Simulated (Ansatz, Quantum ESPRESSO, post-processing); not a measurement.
# LiF(001): dielectric constant from slabs in a field, part 5 of 7

How well do thin films like LiF(001), 5 layers screen a field, with the ions clamped and free?

Quantum ESPRESSO 7.5; plane-wave DFT, PBE, GBRV ultrasoft pseudopotentials; geometry by Ansatz 0.2.0 with PAW datasets.

So far. Step 6 (Electrostatic potential, 5 layers): The slope in the vacuum is 0.100 eV/Å for an applied 0.10 V/Å, as it should be. Step 7 (Clamped-ion dielectric constant from the field inside …): ε = 0.1000 / 0.0490 = 2.04.

## (10) Relaxation with pw.x, 5 layers: ions relaxed in a field of 0.1 V/Å

Then it is relaxed in the field: cations and anions move against each other.

Contents of n5.r1.in:

```
&control
  prefix = 'n5.r1'
  outdir = './out'
  pseudo_dir = './pseudo'
  nstep = 30
  forc_conv_thr = 5e-05
  calculation = 'relax'
  tefield = .true.
  dipfield = .true.
  etot_conv_thr = 1e-07
/
&system
  ibrav = 0
  nat = 10
  ntyp = 2
  ecutwfc = 40
  ecutrho = 200
  occupations = 'fixed'
  edir = 3
  emaxpos = 0.97
  eopreg = 0.04
  eamp = 0.00194469
/
&electrons
  conv_thr = 1e-10
  mixing_beta = 0.5
  electron_maxstep = 120
/
&ions
/
ATOMIC_SPECIES
  Li  6.9400  li_pbe_v1.4.uspp.F.UPF
  F   18.9984  f_pbe_v1.4.uspp.F.UPF
CELL_PARAMETERS angstrom
  2.87792459940000 0.00000000000000 0.00000000000000
  0.00000000000000 2.87792459940000 0.00000000000000
  0.00000000000000 0.00000000000000 24.14000000000000
ATOMIC_POSITIONS crystal
  Li  0.000000000000 0.000000000000 0.333648074746
  F   0.500000000000 0.500000000000 0.330800501673
  Li  0.500000000000 0.500000000000 0.415377996277
  F   0.000000000000 0.000000000000 0.415887481207
  Li  -0.000000000000 0.000000000000 0.499999996043
  F   0.500000000000 0.500000000000 0.500000002950
  Li  0.500000000000 0.500000000000 0.584621996164
  F   -0.000000000000 0.000000000000 0.584112524377
  Li  0.000000000000 0.000000000000 0.666351917678
  F   0.500000000000 0.500000000000 0.669199508886
K_POINTS automatic
  8 8 1 0 0 0
```

Command:

```bash
> OMP_NUM_THREADS=1 mpirun -n 8 pw.x -nk 4 -in n5.r1.in > n5.r1.out
```

Log:

```text
[banner, memory and clock lines left out]
Program PWSCF v.7.5 starts
[citation notice left out]

[...]
bravais-lattice index     =            0
     lattice parameter (alat)  =       5.4385  a.u.
     unit-cell volume          =    1349.2508 (a.u.)^3
     number of atoms/cell      =           10
     number of atomic types    =            2
     number of electrons       =        50.00
     number of Kohn-Sham states=           25
     kinetic-energy cutoff     =      40.0000  Ry
     charge density cutoff     =     200.0000  Ry
     scf convergence threshold =      1.0E-10
     mixing beta               =       0.5000
     number of iterations used =            8  plain     mixing
     energy convergence thresh.=      1.0E-07
     force convergence thresh. =      5.0E-05
     Exchange-correlation=  SLA  PW   PBX  PBC
                           (   1   4   3   4   0   0   0)
     nstep                     =           30

[...]
PseudoPot. # 1 for Li read from file:
     ./pseudo/li_pbe_v1.4.uspp.F.UPF
     Pseudo is Ultrasoft, Zval =  3.0
     Generated by new atomic code, or converted to UPF format
     Using radial grid of  751 points,  5 beta functions with:
                l(1) =   0
                l(2) =   0
                l(3) =   0
                l(4) =   1
                l(5) =   1
     Q(r) pseudized with 10 coefficients,  rinner =    1.150   1.150   1.150

     PseudoPot. # 2 for F  read from file:
     ./pseudo/f_pbe_v1.4.uspp.F.UPF
     Pseudo is Ultrasoft, Zval =  7.0
     Generated by new atomic code, or converted to UPF format
     Using radial grid of  799 points,  4 beta functions with:
                l(1) =   0
                l(2) =   0
                l(3) =   1
                l(4) =   1
     Q(r) pseudized with  8 coefficients,  rinner =    0.950   0.950   0.950

     atomic species   valence    mass     pseudopotential
     Li                3.00     6.94000     Li( 1.00)
     F                 7.00    18.99840     F ( 1.00)

     No symmetry found

[...]
number of k points=    34
[...]
Dense  grid:    64589 G-vectors     FFT dimensions: (  25,  25, 216)

     Smooth grid:    46059 G-vectors     FFT dimensions: (  24,  24, 192)

     Initial potential from superposition of free atoms

     starting charge      47.7463, renormalised to      50.0000

     negative rho (up, down):  3.204E-04 0.000E+00

     Adding external electric field

     Computed dipole along edir(3) :
        Dipole               -0.0000 Ry au,         -0.0000 Debye
        Dipole field         -0.0000 Ry au,

        E field amplitude [Ha a.u.]:  1.9447E-03
        Potential amp.        0.1703 Ry
        Total length         43.7933 bohr

     Starting wfcs are   45 randomized atomic wfcs

     per-process dynamical memory:    37.0 Mb

     Self-consistent Calculation

     iteration #  1     ecut=    40.00 Ry     beta= 0.50
     Davidson diagonalization with overlap
     ethr =  1.00E-02,  avg # of iterations =  1.7

     Threshold (ethr) on eigenvalues was too large:
     Diagonalizing with lowered threshold

     Davidson diagonalization with overlap
     ethr =  3.03E-04,  avg # of iterations =  2.2

     negative rho (up, down):  8.308E-05 0.000E+00

     Adding external electric field

     Computed dipole along edir(3) :
        Dipole                0.0489 Ry au,          0.1242 Debye
        Dipole field          0.0005 Ry au,

        E field amplitude [Ha a.u.]:  1.9447E-03
        Potential amp.        0.1305 Ry
        Total length         43.7933 bohr

     total energy              =    -316.79329191 Ry
     estimated scf accuracy    <       0.16995365 Ry

     iteration #  2     ecut=    40.00 Ry     beta= 0.50
[...]
negative rho (up, down):  8.654E-05 0.000E+00

[...]
Dipole                0.0539 Ry au,          0.1369 Debye
[...]
E field amplitude [Ha a.u.]:  1.9447E-03
[...]
total energy              =    -316.79944577 Ry
     estimated scf accuracy    <       0.02304632 Ry

     iteration #  3     ecut=    40.00 Ry     beta= 0.50
[...]
negative rho (up, down):  1.711E-04 0.000E+00

[...]
Dipole                0.0508 Ry au,          0.1291 Debye
[...]
E field amplitude [Ha a.u.]:  1.9447E-03
[...]
total energy              =    -316.80059123 Ry
     estimated scf accuracy    <       0.00264692 Ry

     iteration #  4     ecut=    40.00 Ry     beta= 0.50
[...]
negative rho (up, down):  2.143E-04 0.000E+00

[...]
Dipole                0.0480 Ry au,          0.1219 Debye
[...]
E field amplitude [Ha a.u.]:  1.9447E-03
[...]
total energy              =    -316.80133235 Ry
     estimated scf accuracy    <       0.00018117 Ry

     iteration #  5     ecut=    40.00 Ry     beta= 0.50
[...]
negative rho (up, down):  2.435E-04 0.000E+00

[...]
Dipole                0.0471 Ry au,          0.1198 Debye
[...]
E field amplitude [Ha a.u.]:  1.9447E-03
[...]
total energy              =    -316.80140650 Ry
     estimated scf accuracy    <       0.00003628 Ry

     iteration #  6     ecut=    40.00 Ry     beta= 0.50
[...]
negative rho (up, down):  2.566E-04 0.000E+00

[...]
Dipole                0.0477 Ry au,          0.1213 Debye
[...]
E field amplitude [Ha a.u.]:  1.9447E-03
[...]
total energy              =    -316.80141507 Ry
     estimated scf accuracy    <       0.00000181 Ry

[...]
iteration #  9     ecut=    40.00 Ry     beta= 0.50
[...]
negative rho (up, down):  2.660E-04 0.000E+00

[...]
Dipole                0.0477 Ry au,          0.1213 Debye
[...]
E field amplitude [Ha a.u.]:  1.9447E-03
[...]
Dipole                0.0477 Ry au,          0.1213 Debye
[...]
E field amplitude [Ha a.u.]:  1.9447E-03
[...]
total energy              =    -316.80141611 Ry
     estimated scf accuracy    <          5.3E-10 Ry

     iteration # 12     ecut=    40.00 Ry     beta= 0.50
[...]
negative rho (up, down):  2.673E-04 0.000E+00

[...]
Dipole                0.0477 Ry au,          0.1214 Debye
[...]
E field amplitude [Ha a.u.]:  1.9447E-03
[...]
End of self-consistent calculation

          k = 0.0000 0.0000 0.0000 (  5835 PWs)   bands (ev):

   -45.4931 -45.2860 -45.1671 -45.1178 -45.0727 -24.1540 -23.9433 -23.6662
   -23.5281 -23.1647  -6.9106  -6.2169  -5.3268  -5.1764  -5.1764  -4.9006
    -4.9006  -4.6927  -4.5546  -4.5546  -4.3769  -4.3769  -4.2971  -4.0649
    -4.0649

          k = 0.0000 0.1250 0.0000 (  5817 PWs)   bands (ev):

   -45.4903 -45.2833 -45.1642 -45.1143 -45.0715 -24.1220 -23.9190 -23.6566
   -23.5226 -23.1539  -6.8073  -6.1968  -5.5225  -5.3012  -5.1143  -4.9705
    -4.8889  -4.8501  -4.6400  -4.5214  -4.4824  -4.3615  -4.3318  -4.1798
    -4.0418

[...]
highest occupied level (ev):    -3.9051

!    total energy              =    -316.80141611 Ry
     estimated scf accuracy    <          7.8E-11 Ry

     The total energy is the sum of the following terms:
     one-electron contribution =   -2907.23388546 Ry
     hartree contribution      =    1464.35194264 Ry
     xc contribution           =     -64.54068899 Ry
     ewald contribution        =    1190.62138017 Ry
     electric field correction =      -0.00016447 Ry

     convergence has been achieved in  12 iterations

     Forces acting on atoms (cartesian axes, Ry/au):

     atom    1 type  1   force =    -0.00000005    0.00000002    0.00185987
     atom    2 type  2   force =    -0.00000007   -0.00000000   -0.00158194
     atom    3 type  1   force =     0.00000002    0.00000002    0.00218817
     atom    4 type  2   force =    -0.00000000    0.00000004   -0.00193756
     atom    5 type  1   force =     0.00000003   -0.00000003    0.00200679
     atom    6 type  2   force =     0.00000004    0.00000004   -0.00200987
     atom    7 type  1   force =    -0.00000002   -0.00000001    0.00182020
     atom    8 type  2   force =     0.00000002    0.00000001   -0.00206881
     atom    9 type  1   force =     0.00000003   -0.00000006    0.00198530
     atom   10 type  2   force =     0.00000001   -0.00000002   -0.00226216

     Total force =     0.006263     Total SCF correction =     0.000010

     BFGS Geometry Optimization
     Energy error            =      3.9E-05 Ry
     Gradient error          =      2.3E-03 Ry/Bohr

     number of scf cycles    =   1
     number of bfgs steps    =   0

     energy             new  =    -316.8014161092 Ry

     new trust radius        =       0.0022621602 bohr
     new conv_thr            =            1.0E-10 Ry

ATOMIC_POSITIONS (crystal)
Li              -0.0000000097        0.0000000034        0.3336888452
F                0.4999999866        0.4999999997        0.3307658238
Li               0.5000000037        0.5000000035        0.4154259636
F               -0.0000000000        0.0000000076        0.4158450077
Li               0.0000000048       -0.0000000047        0.5000439873
F                0.5000000073        0.5000000067        0.4999559442
Li               0.4999999966        0.4999999977        0.5846618971
F                0.0000000036        0.0000000010        0.5840671735
Li               0.0000000058       -0.0000000104        0.6663954378
F                0.5000000014        0.4999999955        0.6691499197

[...]
NEW-OLD atomic charge density approx. for the potential

     negative rho (up, down):  2.673E-04 0.000E+00

     Adding external electric field

     Computed dipole along edir(3) :
        Dipole                0.0522 Ry au,          0.1327 Debye
        Dipole field          0.0005 Ry au,

        E field amplitude [Ha a.u.]:  1.9447E-03
        Potential amp.        0.1278 Ry
        Total length         43.7933 bohr

     per-process dynamical memory:    42.4 Mb

[...]
!    total energy              =    -316.80144996 Ry
[...]
Total force =     0.004558     Total SCF correction =     0.000022
[...]
number of bfgs steps    =   1
[...]
energy             new  =    -316.8014499584 Ry
[...]
new trust radius        =       0.0024883762 bohr
[...]
!    total energy              =    -316.80147334 Ry
[...]
Total force =     0.002862     Total SCF correction =     0.000011
[...]
number of bfgs steps    =   2
[...]
energy             new  =    -316.8014733356 Ry
[...]
new trust radius        =       0.0037325644 bohr
[...]
!    total energy              =    -316.80148810 Ry
[...]
Total force =     0.000766     Total SCF correction =     0.000001
[...]
number of bfgs steps    =   3
[...]
energy             new  =    -316.8014880964 Ry
[...]
new trust radius        =       0.0013592744 bohr
[...]
!    total energy              =    -316.80148908 Ry
[...]
!    total energy              =    -316.80149396 Ry
[...]
Total force =     0.000172     Total SCF correction =     0.000001
[...]
number of bfgs steps    =  17
[...]
energy             new  =    -316.8014939650 Ry
[...]
new trust radius        =       0.0005141433 bohr
[...]
Self-consistent Calculation

     iteration #  1     ecut=    40.00 Ry     beta= 0.50
     Davidson diagonalization with overlap
     ethr =  1.00E-06,  avg # of iterations =  2.0

     Threshold (ethr) on eigenvalues was too large:
     Diagonalizing with lowered threshold

     Davidson diagonalization with overlap
     ethr =  8.12E-11,  avg # of iterations =  5.2

     negative rho (up, down):  2.695E-04 0.000E+00

     Adding external electric field

     Computed dipole along edir(3) :
        Dipole                0.0850 Ry au,          0.2159 Debye
        Dipole field          0.0008 Ry au,

        E field amplitude [Ha a.u.]:  1.9447E-03
        Potential amp.        0.1010 Ry
        Total length         43.7933 bohr

     total energy              =    -316.80149403 Ry
     estimated scf accuracy    <       0.00000004 Ry

[...]
iteration #  6     ecut=    40.00 Ry     beta= 0.50
[...]
negative rho (up, down):  2.694E-04 0.000E+00

[...]
Dipole                0.0850 Ry au,          0.2160 Debye
[...]
E field amplitude [Ha a.u.]:  1.9447E-03
[...]
End of self-consistent calculation

          k = 0.0000 0.0000 0.0000 (  5835 PWs)   bands (ev):

   -45.3271 -45.2809 -45.2057 -45.1710 -45.1417 -24.1213 -23.9665 -23.6731
   -23.3815 -23.3291  -6.9037  -6.2206  -5.3207  -5.1527  -5.1527  -4.9140
    -4.9140  -4.6670  -4.5410  -4.5410  -4.3477  -4.2743  -4.2743  -4.2041
    -4.2041

          k = 0.0000 0.1250 0.0000 (  5817 PWs)   bands (ev):

   -45.3241 -45.2779 -45.2025 -45.1681 -45.1408 -24.0873 -23.9440 -23.6661
   -23.3718 -23.3203  -6.8000  -6.2004  -5.5092  -5.3008  -5.0891  -4.9586
    -4.8871  -4.8646  -4.5737  -4.5099  -4.4588  -4.3958  -4.2651  -4.2507
    -4.1875

[...]
-
```

Elapsed: 3.1 min, on 8 MPI ranks of Arm Neoverse V2, shared host; peak memory 0.6 GiB.

Numbers from this step:

```
free energy                    : -4310.3039 eV
dipole along the normal        : 0.04468 e·Å
valence top, on the run's zero : -4.077 eV
```

Against the field-free geometry the cations move by +0.0038 Å and the anions by -0.0038 Å along the field, on average.

## (11) Electrostatic potential, 5 layers

Contents of n5.r1.pot.in:

```
&inputpp
  prefix = 'n5.r1'
  outdir = './out'
  filplot = 'n5.r1.pot.dat'
  plot_num = 11
/
```

Command:

```bash
> OMP_NUM_THREADS=1 mpirun -n 8 pp.x -in n5.r1.pot.in > n5.r1.pot.out
```

Wall time 0.73 s (8 MPI ranks); peak memory 0.1 GiB; 5 s of CPU time.

This step gave:

| Item | Value |
| --- | --- |
| slope of the potential above | 0.1000 eV/Å |
| upper vacuum line continued to the top atoms, over the valence top | 7.554 eV |
| slope of the potential below | 0.09998 eV/Å |
| lower vacuum line continued to the bottom atoms, over the valence top | 7.715 eV |

The slope in the vacuum is 0.100 eV/Å for an applied 0.10 V/Å, as it should be.

## (12) Relaxed-ion response of the slab in a field, 5 layers

Numbers from this step:

* polarisability a cell: 6.434 Å³
* sheet polarisability 4πα/A: 9.761 Å
* change of slope inside: 0.01045 eV/Å
* dielectric constant: 9.570

Running mean over one layer period, set to zero at the slab's centre. Table of change of the potential energy, second field less first by z:

```
z (Å)  change of the potential energy, second field less first (eV)
    0                                                        -0.169
    1                                                        -0.592
    2                                                        -0.517
    3                                                        -0.417
    4                                                        -0.317
    5                                                        -0.217
    6                                                        -0.121
    7                                                       -0.0678
    8                                                       -0.0293
    9                                                       -0.0177
   10                                                       -0.0207
   11                                                       -0.0105
   12                                                       -6.4e-4
   13                                                        0.0107
   14                                                        0.0209
   15                                                        0.0208
   16                                                        0.0318
   17                                                        0.0614
   18                                                         0.112
   19                                                         0.207
   20                                                         0.307
   21                                                         0.407
   22                                                         0.507
   23                                                         0.473
   24                                                       -0.0843
```

With free ions the inner slope is small and wavy, so this ratio hangs on the window of the fit and is not taken as the result.

ε = 0.1000 / 0.0104 = 9.57.

[end of part 5 of 7]

[Logs are printed without paths, hosts, clocks, repeated set-up lines and the standing remarks that a program may print on its own settings, such as how far it seeks lower states.]

[Hosts, paths, dates, database ids (printed as entryN), source tags and the programs' standing remarks are cut or masked in the printed files.]

[Maps of the electrostatic potential energy from Ansatz leave out the sawtooth potential of an applied field or a dipole correction, so their vacuum need not be flat; planar profiles and work functions include it.]
